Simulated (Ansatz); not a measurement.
Base system: RuO2 in the rutile structure (space group P4_2/mnm, No. 136; a = 4.467 Å, c = 3.093 Å).

Method: PBEsol, PAW, 420 eV (Ansatz, an electronic-structure program; no SOC), earlier PAW set.

One change was made to it. Results:

The lattice parameter a shrinks by 0.244 Å, from 4.467 Å to 4.223 Å; the c/a ratio grows by 0.025 to 0.717.

What was done to the base?
(A) pressure −1 GPa
(B) pressure 100 GPa
(C) pressure 50 GPa

C, pressure 50 GPa. For comparison, the lattice parameter a in the other runs: pressure 100 GPa gives 4.064 Å; pressure −1 GPa gives 4.474 Å.

Load acts through the strain it causes; cell and atoms are relaxed under it. No phonon test of stability was made. Competing high-pressure phases were not computed. No Hubbard U is applied, and correlation can decide whether such a compound is a metal. All final runs are without spin polarisation.
